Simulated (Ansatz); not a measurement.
# Is Ta-Ti-Ta stack of (111) layers a stable metal?

The plan: relax Ta-Ti-Ta stack of (111) layers, check its phonons, and, if the lattice is stable, compute its Eliashberg function and ρ(T).

Method: DFT PBE, scalar-relativistic, plane waves, PAW, in Ansatz 0.2.0.

## 1. The starting structure

The cell holds 3 atoms: 2 Ta and 1 Ti. Its edges and angles: a = 2.923 Å, b = 2.923 Å, c = 15.773 Å, α = 90.0°, β = 90.0°, γ = 120.0°. Vacuum lies along c.

## 2. Relaxing cell and atoms

The structure is brought to rest under this functional.

input.yaml

```yaml
crystal:
  lattice:
    - [2.92265, 0.0, 0.0]
    - [-1.46133, 2.53109, 0.0]
    - [0.0, 0.0, 15.77267]
  atoms:
    - { symbol: Ta, position: [0.0, 0.0, 0.34870435] }
    - { symbol: Ti, position: [0.33333333, 0.66666667, 0.5] }
    - { symbol: Ta, position: [0.66666667, 0.33333333, 0.65129565] }
  periodic: [true, true, false]
kpoints:
  mp_grid: { grid: [12, 12, 1] }
hamiltonian:
  xc: pbe
scf:
  occupations: { method: gaussian, width: 0.1 }
output:
  forces: true
  stress: true
  eigenvalues: true
relax:
  adjacent_minimum: "off"
  f_tol: 0.005
  max_steps: 80
  cell: { stress_2d_tol: 0.02 }
```

Started as:

```console
$ ansatz run input.yaml --threads 4 --pin off --max-ram 16384MiB --backend cpu --events-out ev --progress --plain --runs-dir out
```

Numbers of over 12 decimals in the logs are rounded to 6 here.

The program printed:

```text
Warning: crystal.periodic: the lattice vector that does not repeat stood 0.000° off the slab's normal, 15.773 Å along it as the deck builds it. The run solves the slab on a vector along the normal, 33.345 Å long, with every atom where it was (on the deck's vector they left 11.00 Å outside them, and the widest stretch free of ions among them is 2.39 Å). A fractional position that the run reports is one of the run's ce [...]
crystal.periodic: the lattice vector that does not repeat stood 0.000° off the slab's normal, 15.773 Å along it as the deck builds it. The run solves the slab on a vector along the normal, 33.345 Å long, with every atom where it was (on the deck's vector they left 11.00 Å outside them, and the widest stretch free of ions among them is 2.39 Å). A fractional position that the run reports is one of the run's cell, which [...]
Engine: ansatz 0.2.0, aarch64-unknown-linux-gnu
Pseudopotentials: kind: paw
Pseudopotential: Ta, paw, valence charge 13, recommended cutoff 420 eV (normal), Ta.paw.azcp
Pseudopotential: Ti, paw, valence charge 12, recommended cutoff 420 eV (normal), Ti.paw.azcp
Functional definition: PBE
  parameter kappa = 0.804
  parameter beta = 0.066725
  exchange = pbe_x(kappa = kappa, mu = beta*pi^2/3)
  correlation = pbe_c(beta = beta)
Crystal: 3 atoms, lattice volume = 246.672 Å³
Basis set: ecut = 420 eV, 4791 PW (Γ), exchange–correlation on 40×40×450 points (8 copies of the dense FFT grid, shifted against one another)
Bands: 23, of which v1, the nominal top of the filled ones, is band 19 counted from 1 (18 counted from 0)
Symmetry: 12 space group operations
Space group: P-3m1 (ITA 164), of the structure as read, at distance tolerance 6.3e-5 Å
k-points: 19 of 144
Non-local potential: Ta, projectors of the file, l = 0: 3, l = 1: 2, l = 2: 2, l = 3: 1
Non-local potential: Ti, projectors of the file, l = 0: 3, l = 1: 2, l = 2: 3, l = 3: 1
PAW form: soft (Blöchl's): semilocal exchange-correlation on the pseudo side does not see the compensation charge
PAW one-centre angular grid: Ta, 590 points (default); XC on 64 Gauss nodes
PAW one-centre angular grid: Ti, 590 points (default); XC on 64 Gauss nodes
Initial density: superposition of atomic densities (neutral atoms: chi_scale 0, normalization atom), corrected by the library's trained network
Initial wavefunctions: pseudopotential atomic-orbital guess
Functional: x = pbe(κ = 0.804, μ = 0.219515), c = pbe(β = 0.066725)
SCF iter   1: F=—  HF=-22361.572686 eV  |F-HF|=—  |Δ(HF+E_count)|=         —  Δρ=3.48e-3  dr2=1.34e-1  ethr=1.77e-3  ⟨swp⟩=11.0  Hψ=2966  notcnv=0
preconditioner: auto → LDOS  [metal: Δε(μ)=0.018 eV  Ē_g=2.883 eV  σ=0.100 eV  W_gap=0.10  n_scr=20 (ndim 8)  ℏωp=8.8 eV  f_vac=0.713  D(μ)=5.09/eV (n_scr^D=20)  β→1.0]
SCF iter   2: F=—  HF=-22361.574033 eV  |F-HF|=—  |Δ(HF+E_count)|=   1.35e-3  Δρ=1.56e-3  dr2=1.56e-2  ethr=3.52e-4  ⟨swp⟩=2.8  Hψ=869  notcnv=0  defer=1
SCF iter   3: F=—  HF=-22361.573520 eV  |F-HF|=—  |Δ(HF+E_count)|=   5.13e-4  Δρ=3.73e-4  dr2=1.29e-3  ethr=4.10e-5  ⟨swp⟩=3.4  Hψ=813  notcnv=0  defer=1
SCF iter   4: F=—  HF=-22361.573526 eV  |F-HF|=—  |Δ(HF+E_count)|=   6.80e-6  Δρ=1.29e-4  dr2=4.98e-5  ethr=3.39e-6  ⟨swp⟩=3.3  Hψ=756  notcnv=0  defer=1
SCF iter   5: F=—  HF=-22361.573511 eV  |F-HF|=—  |Δ(HF+E_count)|=   1.49e-5  Δρ=3.23e-5  dr2=4.33e-6  ethr=1.31e-7  ⟨swp⟩=4.2  Hψ=1012  notcnv=0  defer=1
SCF iter   6: F=—  HF=-22361.573513 eV  |F-HF|=—  |Δ(HF+E_count)|=   1.55e-6  Δρ=1.75e-5  dr2=1.41e-6  ethr=1.14e-8  ⟨swp⟩=3.3  Hψ=901  notcnv=0  defer=1
SCF iter   7: F=-22361.573513 eV  HF=-22361.573513 eV  |F-HF|=9.77e-8  |Δ(HF+E_count)|=   2.64e-7  Δρ=4.05e-6  dr2=6.64e-8  ethr=2.63e-10  ⟨swp⟩=11.5  Hψ=3222  notcnv=0
SCF 1 converged in 7 iterations: F = -22361.573513 eV  dr2 = 6.64e-8
  greatest PAW one-centre occupation: 0.999 electrons in one spin orbital (limit 2), on the Ta atom at site 2 (counted from 0), in its partial waves of l = 0
relax step   1: F+E_penalty+E_count = -22361.57351341 eV  Δ(F+E_penalty+E_count) = +0.000e0 eV  max|allowed force component| = 2.104e-1 eV/Å  Δτ_max = 0.0000 Å  P = -4.938 N/m  Ω = 246.672 Å³  fix = [c, alpha, beta]  reactions: c +0.000 N/m  (7 SCF iters, dr2 threshold 1.00e-7 eV, accepted)
Crystal: 3 atoms, lattice volume = 232.156 Å³
Basis set: ecut = 420 eV, 4575 PW (Γ), exchange–correlation on 40×40×450 points (8 copies of the dense FFT grid, shifted against one another)
Initial density: handed on by an earlier stage of this run
Initial wavefunctions: those handed on with the density
SCF iter   1: F=—  HF=-22361.599866 eV  |F-HF|=—  |Δ(HF+E_count)|=         —  Δρ=9.57e-3  dr2=1.70e0  ethr=3.10e-3  ⟨swp⟩=15.2  Hψ=3432  notcnv=0
preconditioner: auto → LDOS  [metal: Δε(μ)=0.038 eV  Ē_g=3.131 eV  σ=0.100 eV  W_gap=0.21  n_scr=20 (ndim 8)  ℏωp=9.1 eV  f_vac=0.717  D(μ)=4.85/eV (n_scr^D=20)  β→1.0]
SCF iter   2: F=—  HF=-22361.529647 eV  |F-HF|=—  |Δ(HF+E_count)|=   7.02e-2  Δρ=3.44e-3  dr2=7.52e-2  ethr=3.10e-3  ⟨swp⟩=3.2  Hψ=777  notcnv=0
SCF iter   3: F=—  HF=-22361.523542 eV  |F-HF|=—  |Δ(HF+E_count)|=   6.10e-3  Δρ=6.75e-4  dr2=4.58e-3  ethr=1.98e-4  ⟨swp⟩=3.6  Hψ=951  notcnv=0
SCF iter   4: F=—  HF=-22361.523635 eV  |F-HF|=—  |Δ(HF+E_count)|=   9.23e-5  Δρ=3.36e-4  dr2=2.84e-4  ethr=1.21e-5  ⟨swp⟩=3.7  Hψ=887  notcnv=0
SCF iter   5: F=—  HF=-22361.523666 eV  |F-HF|=—  |Δ(HF+E_count)|=   3.11e-5  Δρ=1.34e-4  dr2=4.83e-5  ethr=7.47e-7  ⟨swp⟩=3.9  Hψ=1004  notcnv=0
SCF iter   6: F=—  HF=-22361.523672 eV  |F-HF|=—  |Δ(HF+E_count)|=   5.98e-6  Δρ=3.04e-5  dr2=1.64e-6  ethr=1.27e-7  ⟨swp⟩=3.8  Hψ=942  notcnv=0
SCF iter   7: F=-22361.523676 eV  HF=-22361.523675 eV  |F-HF|=4.29e-7  |Δ(HF+E_count)|=   3.50e-6  Δρ=9.20e-6  dr2=1.39e-7  ethr=7.89e-10  ⟨swp⟩=18.8  Hψ=3227  notcnv=0
SCF 2 converged in 7 iterations: F = -22361.523676 eV  dr2 = 1.39e-7
  greatest PAW one-centre occupation: 1.000 electrons in one spin orbital (limit 2), on the Ta atom at site 2 (counted from 0), in its partial waves of l = 0
relax step   2: F+E_penalty+E_count = -22361.52367556 eV  Δ(F+E_penalty+E_count) = +4.984e-2 eV  max|allowed force component| = 6.906e-1 eV/Å  Δτ_max = 0.0860 Å  P = +6.583 N/m  Ω = 232.156 Å³  energy of the carried Pulay correction = +8.134e-4 eV  fix = [c, alpha, beta]  (7 SCF iters, dr2 threshold 3.00e-7 eV, rejected (line search))
Crystal: 3 atoms, lattice volume = 239.588 Å³
Basis set: ecut = 420 eV, 4671 PW (Γ), exchange–correlation on 40×40×450 points (8 copies of the dense FFT grid, shifted against one another)
iter 1 solved again at ethr=2.95e-3 eV; its pass at ethr=3.10e-3 eV (dr2=1.12e0 eV) is discarded
[...]
SCF iter   6: F=—  HF=-22361.614605 eV  |F-HF|=—  |Δ(HF+E_count)|=   7.16e-6  Δρ=3.97e-5  dr2=8.21e-6  ethr=1.57e-7  ⟨swp⟩=3.5  Hψ=904  notcnv=0  defer=1
SCF iter   7: F=—  HF=-22361.614604 eV  |F-HF|=—  |Δ(HF+E_count)|=   2.05e-7  Δρ=1.01e-5  dr2=4.42e-7  ethr=2.16e-8  ⟨swp⟩=3.5  Hψ=988  notcnv=0  defer=1
SCF iter   8: F=—  HF=-22361.614578 eV  |F-HF|=—  |Δ(HF+E_count)|=   2.66e-5  Δρ=5.22e-6  dr2=1.25e-7  ethr=1.16e-9  ⟨swp⟩=3.7  Hψ=1053  notcnv=0  defer=1
SCF iter   9: F=—  HF=-22361.614578 eV  |F-HF|=—  |Δ(HF+E_count)|=   1.97e-8  Δρ=1.24e-6  dr2=1.20e-8  ethr=3.30e-10  ⟨swp⟩=2.8  Hψ=653  notcnv=0  defer=1
SCF iter  10: F=—  HF=-22361.614578 eV  |F-HF|=—  |Δ(HF+E_count)|=   6.60e-9  Δρ=5.12e-7  dr2=2.01e-9  ethr=3.17e-11  ⟨swp⟩=2.7  Hψ=699  notcnv=0  defer=1
SCF iter  11: F=—  HF=-22361.614578 eV  |F-HF|=—  |Δ(HF+E_count)|=  8.22e-10  Δρ=9.36e-8  dr2=2.86e-11  ethr=5.28e-12  ⟨swp⟩=3.2  Hψ=803  notcnv=0  defer=1
SCF iter  12: F=-22361.614578 eV  HF=-22361.614578 eV  |F-HF|=1.31e-10  |Δ(HF+E_count)|=  5.09e-11  Δρ=1.95e-8  dr2=1.34e-12  ethr=1.00e-12  ⟨swp⟩=22.9  Hψ=4283  notcnv=0
the search or the solves at the SCF's close seem to have found levels that the self-consistency loop had missed (the run counts 2). By its estimate they hold under 1e-12 electrons; where the run keeps them, the occupations were computed again with them
SCF 3 converged in 12 iterations: F = -22361.614578 eV  dr2 = 1.34e-12
relax step   3: F+E_penalty+E_count = -22361.61457780 eV  Δ(F+E_penalty+E_count) = -4.106e-2 eV  max|allowed force component| = 3.966e-2 eV/Å  Δτ_max = 0.0117 Å  P = -0.763 N/m  Ω = 239.588 Å³  energy of the carried Pulay correction = +3.909e-4 eV  fix = [c, alpha, beta]  reactions: c -0.000 N/m  (12 SCF iters, accepted)
[...]
relax step   4: F+E_penalty+E_count = -22361.61661323 eV  Δ(F+E_penalty+E_count) = -2.035e-3 eV  max|allowed force component| = 3.614e-2 eV/Å  Δτ_max = 0.0097 Å  P = +0.046 N/m  Ω = 237.835 Å³  energy of the carried Pulay correction = +4.893e-4 eV  fix = [c, alpha, beta]  reactions: c +0.000 N/m  (6 SCF iters, dr2 threshold 3.00e-7 eV, accepted)
[...]
relax step   5: F+E_penalty+E_count = -22361.61691052 eV  Δ(F+E_penalty+E_count) = -2.973e-4 eV  max|allowed force component| = 5.270e-3 eV/Å  Δτ_max = 0.0094 Å  P = -0.019 N/m  Ω = 237.542 Å³  energy of the carried Pulay correction = +5.059e-4 eV  fix = [c, alpha, beta]  reactions: c -0.000 N/m  (6 SCF iters, dr2 threshold 8.16e-8 eV, accepted)
[...]
relax step   6: F+E_penalty+E_count = -22361.61691514 eV  Δ(F+E_penalty+E_count) = -4.616e-6 eV  max|allowed force component| = 1.834e-5 eV/Å  Δτ_max = 0.0011 Å  P = -0.000 N/m  Ω = 237.558 Å³  energy of the carried Pulay correction = +5.050e-4 eV  fix = [c, alpha, beta]  reactions: c -0.000 N/m  (6 SCF iters, dr2 threshold 1.74e-9 eV, accepted)
Initial wavefunctions: pseudopotential atomic-orbital guess (no wavefunctions were taken with the density)
iter 1 solved again at ethr=3.40e-6 eV; its pass at ethr=3.10e-3 eV (dr2=1.29e-3 eV) is discarded
SCF iter   1: F=—  HF=-22361.616504 eV  |F-HF|=—  |Δ(HF+E_count)|=         —  Δρ=2.65e-5  dr2=2.36e-7  ethr=3.40e-6  ⟨swp⟩=5.3  Hψ=4701  notcnv=0
eigensolver tolerance schedule: the retry pair's looser diagonalisation over-reported the residual by 5470.43 of it (diagonalisation noise at an unbounded share of the residual, at the tolerance the schedule requests for it); recorded, not acted on — ethr = c·dr2/N_el stays at c = 1.0e-1
preconditioner: auto → LDOS  [metal: Δε(μ)=0.065 eV  Ē_g=2.987 eV  σ=0.100 eV  W_gap=0.36  n_scr=20 (ndim 8)  ℏωp=9.0 eV  f_vac=0.711  D(μ)=4.01/eV (n_scr^D=18)  β→1.0]
SCF iter   2: F=—  HF=-22361.616486 eV  |F-HF|=—  |Δ(HF+E_count)|=   1.78e-5  Δρ=1.29e-5  dr2=5.22e-7  ethr=6.21e-10  ⟨swp⟩=6.9  Hψ=1870  notcnv=0
SCF iter   3: F=—  HF=-22361.616486 eV  |F-HF|=—  |Δ(HF+E_count)|=   7.28e-8  Δρ=2.54e-6  dr2=2.11e-8  ethr=6.21e-10  ⟨swp⟩=3.0  Hψ=880  notcnv=0
SCF iter   4: F=—  HF=-22361.616486 eV  |F-HF|=—  |Δ(HF+E_count)|=   2.41e-8  Δρ=4.30e-7  dr2=3.77e-10  ethr=5.55e-11  ⟨swp⟩=4.2  Hψ=842  notcnv=0
SCF iter   5: F=—  HF=-22361.616486 eV  |F-HF|=—  |Δ(HF+E_count)|=   1.70e-9  Δρ=1.38e-7  dr2=3.95e-11  ethr=1.00e-12  ⟨swp⟩=4.6  Hψ=1279  notcnv=0
SCF iter   6: F=—  HF=-22361.616486 eV  |F-HF|=—  |Δ(HF+E_count)|=  5.38e-10  Δρ=3.85e-8  dr2=4.32e-12  ethr=1.00e-12  ⟨swp⟩=1.6  Hψ=470  notcnv=0
SCF iter   7: F=-22361.616486 eV  HF=-22361.616486 eV  |F-HF|=3.64e-12  |Δ(HF+E_count)|=  3.64e-11  Δρ=2.05e-8  dr2=1.09e-12  ethr=1.00e-12  ⟨swp⟩=16.5  Hψ=3541  notcnv=0
SCF 7 converged in 7 iterations: F = -22361.616486 eV  dr2 = 1.09e-12
relax step   7: F+E_penalty+E_count = -22361.61648609 eV  Δ(F+E_penalty+E_count) = +4.290e-4 eV  max|allowed force component| = 4.007e-5 eV/Å  Δτ_max = 0.0000 Å  P = -0.008 N/m  Ω = 237.558 Å³  fix = [c, alpha, beta]  reactions: c -0.000 N/m  stress off target by 7.53e-3 N/m on what of the cell is left free  SCF on the basis re-selected at this cell (its energy is not comparable with the rows above)  (7 SCF iters)
basis re-selected at this cell: Δ(F+E_penalty+E_count) = +4.290e-4 eV, ΔP = -0.007 N/m vs the last step (what re-selecting the basis moved, of the pressure what is left beyond the Pulay correction that the steps carried, after the strain that the cell walked since its last selection, with what the two solves' SCF thresholds leave and, on support functions, any second-order correction that the steps lacked; it is no m [...]
SCF converged after 7 iterations
Free energy (F): -22361.616486 eV
Harris-Foulkes:  -22361.616486 eV  (|F-HF|=3.64e-12)
Internal energy: -22361.596454 eV  (E = F + TS)
E sigma→0 (E₀):  -22361.606470 eV
Entropy (-TS):   -0.020032 eV (-6.677 meV/atom)
Fermi energy:    -5.018288 eV
--- Per-component energies (eV) ---
  E_band       = -1205.568197
  E_kinetic    = 1001.278869
  E_local      = -111892.946842  (includes V_loc(G=0)·N_el)
  E_nonlocal   = 38.028076
  E_hartree    = 55285.134563
  E_xc         = -531.915646
  E_vxc        = -526.747603  (∫ρ·V_xc dr)
  E_paw        = -17840.124971  (= ΣΔE_a)
  E_vpaw       = -395.450305  (= ΣTr[D̂ρ^β])
  E_aug_tail   = 0.000431  (compensation charges beyond the density's cutoff)
  E_ewald      = 51578.949065
  E_smearing   = -0.020032  (= −TS)
  E_closure    = 0.000000  (closes the sum)
  Σ components = -22361.616486   (vs F -22361.616486, Δ=0.00e0)
--- Forces (eV/Å), atoms counted from 1 ---
  atom   1  Ta     0.00000000    -0.00000000    -0.00004007
  atom   2  Ti     0.00000000    -0.00000000     0.00000000
  atom   3  Ta    -0.00000000     0.00000000     0.00004007
  max |Σ_I F_I| component: 1.26e-29 eV/Å
--- 2D stress c σ (N/m, compression-positive) ---
       -0.007531       0.000000       0.000000
        0.000000      -0.007531      -0.000000
        0.000000      -0.000000      -0.000000
  P = ½ c Tr σ = -0.0075 N/m
--- Band table (eV; the first three rows and the last of 19) ---
  k-point 0: bands = [... 15 lower, -5.7662, -5.1856, -4.7583, -4.4635, -4.3383, -4.3383, -4.0516, -4.0516]
  k-point 1: bands = [... 15 lower, -5.7537, -5.1968, -4.8516, -4.8089, -4.4834, -4.2339, -4.1256, -4.0766]
  k-point 2: bands = [... 15 lower, -5.8949, -5.4882, -5.3840, -5.0488, -4.9834, -4.3794, -4.0111, -3.5906]
  k-point 18: bands = [... 15 lower, -6.0472, -6.0472, -5.5313, -5.1742, -5.1742, -5.1555, -5.1214, -2.8183]
--- Relaxed structure (6 steps of the walk, 5 accepted, 1 SCFs on fresh bases) ---
  F+E_penalty+E_count = -22361.61648609 eV   max|allowed force component| = 4.007e-5 eV/Å   (the final SCF, on the basis selected at the relaxed cell)
  cell:  # Å, volume = 237.5576 Å³
    - [2.868148, 2.8329179597036316e-6, 0]
    - [-1.434076, 2.483887, 0]
    - [0, 0, 33.345345439542]
  atoms:
    - { symbol: Ta, position: [0, 0, 0.164754] }
    - { symbol: Ti, position: [0.333333, 0.666667, 0.236505] }
    - { symbol: Ta, position: [0.666667, 0.333333, 0.308256] }
```

Run time: 18 s. Hardware: 4 threads of Arm Neoverse V1, shared host; peak memory 0.6 GiB; 68 s of CPU time.

The steps of the relaxation:

```
step  energy less that of the first step (eV)  largest force component (eV/Å)  volume (Å³)
   1                                   0.0000                          0.2104       246.67
   2                                   0.0498                          0.6906       232.16
   3                                  -0.0411                          0.0397       239.59
   4                                  -0.0431                          0.0361       237.84
   5                                  -0.0434                          0.0053       237.54
   6                                  -0.0434                          0.0000       237.56
  7*                                  -0.0430                          0.0000       237.56
```

Relaxation steps marked * repeat the geometry before them on a plane-wave basis chosen anew for their cell, so energy and pressure can jump there. Relaxation step 2 was tried and not accepted.

Forces are held to the 12 operations that the run works with; a distortion that breaks them can't arise in this run.

```
cell as run  before  after  change
      a (Å)   2.923  2.868  -1.9 %
      b (Å)   2.923  2.868  -1.9 %
```

Final coordinates:

```cif
data_structure
_symmetry_space_group_name_H-M 'P 1'
_symmetry_Int_Tables_number 1
_cell_length_a 2.8681
_cell_length_b 2.8681
_cell_length_c 33.3453
_cell_angle_alpha 90.000
_cell_angle_beta 90.000
_cell_angle_gamma 120.000
_cell_volume 237.56
loop_
_atom_site_label
_atom_site_type_symbol
_atom_site_fract_x
_atom_site_fract_y
_atom_site_fract_z
_atom_site_occupancy
Ta1 Ta 0.00000 0.00000 0.16475 1
Ti2 Ti 0.33333 0.66667 0.23650 1
Ta3 Ta 0.66667 0.33333 0.30826 1
```

This step gave:

```
metallic on mesh  : yes
gap on the k-mesh : 0 eV
```

The relaxation ends with a largest force component of 4.0e-5 eV/Å.

(Part 1 of 3 ends here.)

[Logs are printed without paths, hosts, clocks, repeated set-up lines and the standing remarks that a program may print on its own settings, such as how far it seeks lower states.]

[Hosts, paths, dates, database ids (printed as entryN), source tags and the programs' standing remarks are cut or masked in the printed files.]
